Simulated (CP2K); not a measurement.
## Sb: band structure with PBE

Sb:

```
Sb
1.0
     3.51997    0.00000    0.00000
     0.70770    3.41684    0.00000
    -2.15308   -1.71674    2.24142
Sb
1
Direct
  0.00000 0.00000 0.00000
```

This isn't the form of Sb at room conditions, which is rhombohedral.

| Item | Value |
| --- | --- |
| Program | CP2K 2026.2 |
| Task | band structure |
| Functional | PBE |
| Potentials or basis | GTH_POTENTIALS Sb GTH-PBE-q5; SZV-MOLOPT-SR-GTH basis |
| Density cutoff | 6123 eV |
| k mesh | 10 × 10 × 12 |
| Occupations | fermi-dirac, width 0.05 eV |
| Spin | no spin polarisation |
| SCF solver | diagonalisation with k points |
| Quickstep method | GPW |
| EPS_DEFAULT | 1.0E-10 |
| EPS_SCF | 1.0E-6 |
| MAX_SCF | 100 |
| SCF_GUESS | ATOMIC |
| k points reduced by the point group | yes |
| Mesh centred on Gamma | yes |
| CHOLESKY | OFF |
| EPS_EIGVAL | 1.0E-7 |
| MIXING METHOD | BROYDEN_MIXING |
| MIXING ALPHA | 0.4 |
| NBUFFER | 8 |
| NGRIDS | 5 |
| Basis sets | Sb SZV-MOLOPT-SR-GTH-q5 |
| Potentials | Sb GTH-PBE-q5 of GTH_POTENTIALS |
| ADDED_MOS | [1] |
| Points a segment of the path (NPOINTS) | 8 |
| Bands added on the path | 2 |
| REL_CUTOFF (Ry) | 60 Ry |
| MIXING BETA (1/bohr) | 1.5 1/bohr |
| CUTOFF of the grids | 450 Ry |

```
Pressure               : 9.5 GPa
Band gap on the k mesh : none (metal or under the smearing width)
```

Stress tensor (GPa, compression positive):
```
10.04  2.12 -0.09
 2.12  9.22 -1.04
-0.09 -1.04  9.10
```

Levels at the corners of the path, in eV from the Fermi level:
| point | band 1 | band 2 | band 3 | band 4 |
| --- | --- | --- | --- | --- |
| X | -9.38 | -6.53 | 1.36 | 5.01 |
| Γ | -13.51 | 3.98 | 5.04 | 5.27 |
| Y | -9.62 | -6.57 | 1.61 | 5.29 |
| L | -6.98 | -5.12 | -1.48 | 0.52 |
| Γ | -13.51 | 3.98 | 5.04 | 5.27 |
| Z | -9.42 | -6.52 | 1.19 | 5.12 |
| N | -6.86 | -4.98 | -1.63 | 0.29 |
| Γ | -13.51 | 3.98 | 5.04 | 5.27 |
| M | -9.67 | -6.42 | 1.86 | 2.14 |
| R | -9.44 | -6.54 | 1.48 | 5.07 |
| Γ | -13.51 | 3.98 | 5.04 | 5.27 |

Run time: 8.7 s on 1 thread of Arm Neoverse V2, on a shared host, peak memory 0.21 GiB.

Caveat: a minimal basis gives rough bond lengths, pressures and levels; spin-orbit coupling is left out, which moves the levels of the heavy elements; the basis of atomic orbitals isn't converged, which shifts pressures, moduli and gaps.
